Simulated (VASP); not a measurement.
# TiSe2 in VASP: notebook

The runs below take TiSe2 through band structure, with PBE+D3(BJ), r2SCAN, LDA.

The COD entry that gives the cell may itself be a prediction, so a difference from it is no test against experiment.

All numbers are computed with VASP 6.6.1; they aren't measurements. Logs are shortened: lines on timing, memory, paths and dates and some standing lists are left out, and cuts for length are marked.

### 1 The structure

The cell holds a slab with vacuum, 6 atoms: a = 3.481 Å, b = 3.481 Å, c = 27.068 Å, α = 90.00°, β = 90.00°, γ = 120.00°.

### 2 Band structure, PBE+D3(BJ)

The input, INCAR:

```
SYSTEM = TiSe2
PREC = Accurate ; ENCUT = 520
EDIFF = 1E-6 ; ISMEAR = 0
SIGMA = 0.03 ; LREAL = .FALSE.
LASPH = .TRUE. ; NELM = 80
ALGO = Normal ; ISIF = 2
LWAVE = .FALSE. ; LCHARG = .FALSE.
LMAXMIX = 4 ; LDIPOL = .TRUE.
IDIPOL = 3 ; DIPOL = 0.5 0.5 0.500
GGA = PE ; IVDW = 12
NBANDS = 33 ; LVHAR = .TRUE.
LVACPOTAV = .TRUE. ; KPAR = 4
```

The input, KPOINTS:

```
Automatic mesh
0
G
  12 12 1
  0 0 0
```

The input, POSCAR:

```
TiSe2                                   
1.0
    3.4811364334      0.0000000000      0.0000000000
   -1.7405682167      3.0147525875      0.0000000000
    0.0000000000      0.0000000000     27.0684416000
  Se              Ti            
     4     2
Direct
     0.6666666699999979    0.3333333300000021    0.3327489368118250
     0.3333333300000021    0.6666666699999979    0.4481912166227389
     0.6666666699999979    0.3333333300000021    0.5518087833772611
     0.3333333300000021    0.6666666699999979    0.6672510631881750
     0.0000000000000000    0.0000000000000000    0.3908286424951157
     0.0000000000000000    0.0000000000000000    0.6091713575048843
```

The input, KPOINTS_OPT:

```
explicit points
67
Reciprocal
 0.0000000000  0.0000000000  0.0000000000 1
 0.0357142900  0.0000000000  0.0000000000 1
 0.0714285700  0.0000000000  0.0000000000 1
 0.1071428600  0.0000000000  0.0000000000 1
 0.1428571400  0.0000000000  0.0000000000 1
 0.1785714300  0.0000000000  0.0000000000 1
 0.2142857100  0.0000000000  0.0000000000 1
 0.2500000000  0.0000000000  0.0000000000 1
 0.2857142900  0.0000000000  0.0000000000 1
 0.3214285700  0.0000000000  0.0000000000 1
 0.3571428600  0.0000000000  0.0000000000 1
 0.3928571400  0.0000000000  0.0000000000 1
 0.4285714300  0.0000000000  0.0000000000 1
 0.4642857100  0.0000000000  0.0000000000 1
 0.5000000000  0.0000000000  0.0000000000 1
 0.4791666700  0.0416666700  0.0000000000 1
 0.4583333300  0.0833333300  0.0000000000 1
 0.4375000000  0.1250000000  0.0000000000 1
 0.4166666700  0.1666666700  0.0000000000 1
 0.3958333300  0.2083333300  0.0000000000 1
 0.3750000000  0.2500000000  0.0000000000 1
 0.3541666700  0.2916666700  0.0000000000 1
 0.3333333300  0.3333333300  0.0000000000 1
 0.3137254900  0.3137254900  0.0000000000 1
 0.2941176500  0.2941176500  0.0000000000 1
 0.2745098000  0.2745098000  0.0000000000 1
 0.2549019600  0.2549019600  0.0000000000 1
 0.2352941200  0.2352941200  0.0000000000 1
 0.2156862700  0.2156862700  0.0000000000 1
 0.1960784300  0.1960784300  0.0000000000 1
 0.1764705900  0.1764705900  0.0000000000 1
 0.1568627500  0.1568627500  0.0000000000 1
 0.1372549000  0.1372549000  0.0000000000 1
 0.1176470600  0.1176470600  0.0000000000 1
 0.0980392200  0.0980392200  0.0000000000 1
 0.0784313700  0.0784313700  0.0000000000 1
 0.0588235300  0.0588235300  0.0000000000 1
 0.0392156900  0.0392156900  0.0000000000 1
 0.0196078400  0.0196078400  0.0000000000 1
 0.0000000000  0.0000000000  0.0000000000 1
 0.0000000000  0.0000000000  0.0000000000 1
 0.0067532600 -0.0033766300  0.0000000000 1
-0.0067532600  0.0033766300  0.0000000000 1
 0.0196970200 -0.0098485100  0.0000000000 1
-0.0196970200  0.0098485100  0.0000000000 1
 0.0000000000  0.0058485000  0.0000000000 1
-0.0000000000 -0.0058485000  0.0000000000 1
 0.0000000000  0.0170581200  0.0000000000 1
-0.0000000000 -0.0170581200  0.0000000000 1
 0.5000000000  0.0000000000  0.0000000000 1
 0.5067532600 -0.0033766300  0.0000000000 1
 0.4932467400  0.0033766300  0.0000000000 1
 0.5196970200 -0.0098485100  0.0000000000 1
 0.4803029800  0.0098485100  0.0000000000 1
 0.5000000000  0.0058485000  0.0000000000 1
 0.5000000000 -0.0058485000  0.0000000000 1
 0.5000000000  0.0170581200  0.0000000000 1
 0.5000000000 -0.0170581200  0.0000000000 1
 0.3333333300  0.3333333300  0.0000000000 1
 0.3400865900  0.3299567000  0.0000000000 1
 0.3265800700  0.3367099600  0.0000000000 1
 0.3530303500  0.3234848200  0.0000000000 1
 0.3136363100  0.3431818400  0.0000000000 1
 0.3333333300  0.3391818300  0.0000000000 1
 0.3333333300  0.3274848300  0.0000000000 1
 0.3333333300  0.3503914500  0.0000000000 1
 0.3333333300  0.3162752100  0.0000000000 1
```

Potentials or basis: VASP PAW PBE potentials, release 64 (Se, Ti_sv).

On the command line:

```bash
cat potpaw_PBE.64/Se/POTCAR potpaw_PBE.64/Ti_sv/POTCAR > POTCAR
mpirun -np 4 vasp_std > vasp.out
```

OUTCAR:

```text
SYSTEM = TiSe2
   PREC = Accurate
   ENCUT = 520
   EDIFF = 1E-6
   ISMEAR = 0
   LREAL = .FALSE.
   LASPH = .TRUE.
   NELM = 80
   ISIF = 2
   GGA = PE
   IVDW = 12
 IVDW          = 12

 ion  position               nearest neighbor table
   1  0.667  0.333  0.333-   5 2.55   5 2.55   5 2.55
   2  0.333  0.667  0.448-   5 2.54   5 2.54   5 2.54
   3  0.667  0.333  0.552-   6 2.54   6 2.54   6 2.54
   4  0.333  0.667  0.667-   6 2.55   6 2.55   6 2.55
   5  0.000  0.000  0.391-   2 2.54   2 2.54   2 2.54   1 2.55   1 2.55   1 2.55
   6  0.000  0.000  0.609-   3 2.54   3 2.54   3 2.54   4 2.55   4 2.55   4 2.55

  LATTYP: Found a hexagonal cell.
 ALAT       =     3.4811364334
 C/A-ratio  =     7.7757485574

  Lattice vectors:

 A1 = (   3.4811364334,   0.0000000000,   0.0000000000)
 A2 = (  -1.7405682167,   3.0147525875,   0.0000000000)
 A3 = (   0.0000000000,   0.0000000000,  27.0684416000)

Analysis of symmetry for initial positions (statically):
=====================================================================
 Subroutine PRICEL returns:
 Original cell was already a primitive cell.

 Routine SETGRP: Setting up the symmetry group for a
 hexagonal supercell.

 Subroutine GETGRP returns: Found 12 space group operations
 (whereof 12 operations were pure point group operations)
 out of a pool of 24 trial point group operations.

The static configuration has the point symmetry D_3d.

Analysis of symmetry for dynamics (positions and initial velocities):
=====================================================================
 Subroutine PRICEL returns:
 Original cell was already a primitive cell.

 Routine SETGRP: Setting up the symmetry group for a
 hexagonal supercell.

 Subroutine GETGRP returns: Found 12 space group operations
 (whereof 12 operations were pure point group operations)
 out of a pool of 24 trial point group operations.

The dynamic configuration has the point symmetry D_3d.

 Subroutine INISYM returns: Found 12 space group operations
 (whereof 12 operations are pure point group operations),
 and found     1 'primitive' translations

----------------------------------------------------------------------------------------

                                     Primitive cell

  volume of cell :     284.0769

  direct lattice vectors                    reciprocal lattice vectors
[... 94 lines left out ...]
   NFREE  =      0    steps in history (QN), initial steepest desc. (CG)
   ISIF   =      2    stress and relaxation
   ISYM   =      2    0-nonsym 1-usesym 2-fastsym
   POTIM  = 0.5000    time-step for ionic-motion
   TEBEG  =    0.0;   TEEND  =   0.0 temperature during run
   PSTRESS=    0.0 pullay stress
   NELECT =      48.0000    total number of electrons
   NUPDOWN=      -1.0000    fix difference up-down
   EMIN   =  10.00;   EMAX   =-10.00  energy-range for DOS
   EFERMI =   0.00;   METHOD = LEGACY
   ISMEAR =     0;   SIGMA  =   0.03  broadening in eV -4-tet -1-fermi 0-gaus
   EFERMI_NEDOS =   21; number of points for ismear=-14 and -15
   IALGO  =     38    algorithm
   IMIX   =      4    mixing-type and parameters
     AMIX     =   0.40;   BMIX     =  1.00
     AMIX_MAG =   1.60;   BMIX_MAG =  1.00
  volume/ion in A,a.u.               =      47.35       319.51
  Fermi-wavevector in a.u.,A,eV,Ry     =   0.905058  1.710312 11.144949  0.819131
  Thomas-Fermi vector in A             =   2.028580
   LORBIT       =      0    0 simple, 1 ext, 2 COOP (PROOUT), +10 PAW based schemes
   GGA     = PE    functional components
   LHFCALC =     F    Hartree Fock is set to
   AEXX    =    0.0000 exact exchange contribution
   IVDW    =    12    specifies the selected vdW correction
   LEPSILON=     F    determine dielectric tensor
   LRPA    =     F    only Hartree local field effects (RPA)
 non-spin polarized calculation
 Gauss-broadening in eV      SIGMA  =   0.03
  energy-cutoff  :      520.00
  volume of cell :      284.08
 maximum number of plane-waves:      7711
 NGX is ok and might be reduce to    28
   NGX = 13   NGY = 13   NGZ =101

 number of electron      48.0000011 magnetization

 dipolmoment           0.000000      0.000000      0.000000 electrons x Angstroem

 Free energy of the ion-electron system (eV)
  ---------------------------------------------------
  ext. energy  EPLUGINS =         0.00000000
  ---------------------------------------------------
  free energy    TOTEN  =       -36.31724435 eV

  energy without entropy =      -36.31671676  energy(sigma->0) =      -36.31698055

 E-fermi :  -0.7051     XC(G=0):  -4.9131

 val. band max:       -0.7619886201   @ k =   0.0833   0.0000   0.0000
 cond. band min:      -0.6880084480   @ k =   0.5000   0.0000   0.0000
 fundamental gap:      0.0739801721
 Fermi energy:        -0.7050620425

 k-point     1 :       0.0000    0.0000    0.0000
  band No.  band energies     occupation
      1     -58.2432      2.00000
      2     -58.2432      2.00000
      3     -34.4736      2.00000
      4     -34.4735      2.00000
      5     -34.4556      2.00000
      6     -34.4556      2.00000
[... 673 lines left out ...]
     32       2.1037      0.00000
     33       2.5861      0.00000

------------------------ aborting loop because EDIFF is reached ----------------------------------------

 Edisp (eV)   -2.24386

 E8    (eV) :    -1.0053

  FORCE on cell =-STRESS in cart. coord.  units (eV):
  Direction    XX          YY          ZZ          XY          YZ          ZX
  --------------------------------------------------------------------------------------
  -------------------------------------------------------------------------------------
  Total       0.00003     0.00003    -0.02015     0.00000     0.00000     0.00000
  in kB       0.00017     0.00017    -0.11366     0.00000     0.00000     0.00000
  external pressure =       -0.04 kB  Pullay stress =        0.00 kB

 VOLUME and BASIS-vectors are now :
 -----------------------------------------------------------------------------
  energy-cutoff  :      520.00
  volume of cell :      284.08
      direct lattice vectors                 reciprocal lattice vectors
     3.481136433  0.000000000  0.000000000     0.287262513  0.165851089  0.000000000
    -1.740568217  3.014752587  0.000000000     0.000000000  0.331702178  0.000000000
     0.000000000  0.000000000 27.068441600     0.000000000  0.000000000  0.036943390

 POSITION                                       TOTAL-FORCE (eV/Angst)
 -----------------------------------------------------------------------------------
      1.74057      1.00492      9.00700        -0.000000     -0.000000      0.000800
     -0.00000      2.00984     12.13184        -0.000000      0.000000      0.002750
      1.74057      1.00492     14.93660         0.000000      0.000000     -0.002750
     -0.00000      2.00984     18.06145         0.000000      0.000000     -0.000800
      0.00000      0.00000     10.57912         0.000000     -0.000000     -0.003346
      0.00000      0.00000     16.48932         0.000000      0.000000      0.003346
 -----------------------------------------------------------------------------------
    total drift:                                0.000000      0.000000     -0.000000

  FREE ENERGIE OF THE ION-ELECTRON SYSTEM (eV)
  ---------------------------------------------------
  free  energy   TOTEN  =       -38.5611080322 eV

  energy  without entropy=      -38.5605804467  energy(sigma->0) =      -38.56084424

 vacuum level on the upper side and lower side of the slab         4.616         4.616
```

Wall time 2.7 min (4 MPI ranks of Intel Xeon Platinum 8488C (Sapphire Rapids), shared host); peak memory 0.56 GiB.

Results:

```
Free energy                     : -38.5611 eV
Largest force                   : 0.003 eV/Å
Band gap along the path         : none (metal or under the smearing width)
Dispersion energy per atom      : -0.374 eV
Work function of the upper face : 5.32 eV
Work function of the lower face : 5.32 eV
```

Forces on the atoms (eV/Å):
```
Se   0.000  0.000  0.001
Se   0.000  0.000  0.003
Se   0.000  0.000 -0.003
Se   0.000  0.000 -0.001
Ti   0.000  0.000 -0.003
Ti   0.000  0.000  0.003
```

### 3 Band structure, PBE+D3(BJ), spin-orbit coupling, no magnetisation

INCAR: that of step 2 with these lines changed.

```diff
@@ -7,2 +7,4 @@
 LWAVE = .FALSE. ; LCHARG = .FALSE.
+MAGMOM = 0 0 0 0 0 0 0 0 0 0 0 0 0 0 0 0 0 0 ; LORBIT = 11
+LSORBIT = .TRUE. ; GGA_COMPAT = .FALSE.
 LMAXMIX = 4 ; LDIPOL = .TRUE.
@@ -10,3 +12,3 @@
 GGA = PE ; IVDW = 12
-NBANDS = 33 ; LVHAR = .TRUE.
+NBANDS = 66 ; LVHAR = .TRUE.
 LVACPOTAV = .TRUE. ; KPAR = 4
```

KPOINTS is that of step 2.

POSCAR is that of step 2.

KPOINTS_OPT is that of step 2.

Potentials or basis: VASP PAW PBE potentials, release 64 (Se, Ti_sv).

On the command line:

```bash
cat potpaw_PBE.64/Se/POTCAR potpaw_PBE.64/Ti_sv/POTCAR > POTCAR
mpirun -np 4 vasp_ncl > vasp.out
```

It took 18 min on 4 MPI ranks of Intel Xeon Platinum 8488C (Sapphire Rapids), shared host; peak memory 1.5 GiB.

It converged, with:

- Free energy: -38.6579 eV
- Largest force: 0.007 eV/Å
- Valence electrons inside the program's atomic spheres: Se 3.87, 3.88; Ti 10.19
- Dispersion energy per atom: -0.374 eV
- Work function of the upper face: 5.31 eV
- Work function of the lower face: 5.31 eV

Forces on the atoms (eV/Å):
```
Se   0.000  0.000 -0.002
Se   0.000  0.000  0.007
Se   0.000  0.000 -0.007
Se   0.000  0.000  0.002
Ti   0.000  0.000 -0.005
Ti   0.000  0.000  0.005
```

### 4 Band structure, r2SCAN

The input, INCAR:

```
SYSTEM = TiSe2
PREC = Accurate ; ENCUT = 520
EDIFF = 1E-6 ; ISMEAR = 0
SIGMA = 0.03 ; LREAL = .FALSE.
LASPH = .TRUE. ; NELM = 120
ALGO = All ; ISIF = 2
LWAVE = .FALSE. ; LCHARG = .FALSE.
LMAXMIX = 4 ; LDIPOL = .TRUE.
IDIPOL = 3 ; DIPOL = 0.5 0.5 0.500
METAGGA = R2SCAN ; LMIXTAU = .TRUE.
NBANDS = 33 ; LVHAR = .TRUE.
LVACPOTAV = .TRUE. ; AMIN = 0.01
KPAR = 4
```

KPOINTS is that of step 3.

POSCAR is that of step 3.

KPOINTS_OPT is that of step 3.

On the command line:

```bash
cat potpaw_PBE.64/Se/POTCAR potpaw_PBE.64/Ti_sv/POTCAR > POTCAR
mpirun -np 4 vasp_std > vasp.out
```

It took 14 min on 4 MPI ranks of Intel Xeon Platinum 8488C (Sapphire Rapids), shared host; peak memory 0.76 GiB.

The run converged. Its results:

* Free energy: -90.8056 eV
* Largest force: 0.320 eV/Å
* Band gap along the path: none (metal or under the smearing width)
* Work function of the upper face: 5.48 eV
* Work function of the lower face: 5.48 eV

Forces in eV/Å, atoms in the order of the input:
```
Se   0.000  0.000  0.165
Se   0.000  0.000 -0.320
Se   0.000  0.000  0.320
Se   0.000  0.000 -0.165
Ti   0.000  0.000 -0.110
Ti   0.000  0.000  0.110
```

Levels at points of the mesh, in eV from the Fermi level:
| k point | band 22 | band 23 | band 24 | band 25 | band 26 | band 27 |
| --- | --- | --- | --- | --- | --- | --- |
| (0.00, 0.00, 0.00) | 0.37 | 0.51 | 0.51 | 0.59 | 0.59 | 0.59 |
| (0.50, 0.00, 0.00) | -1.73 | -1.32 | -1.08 | -0.05 | 0.10 | 1.58 |

Caveat: the PAW data sets were made with another functional, which shifts forces and pressure a little.

[end of part 1 of 2]
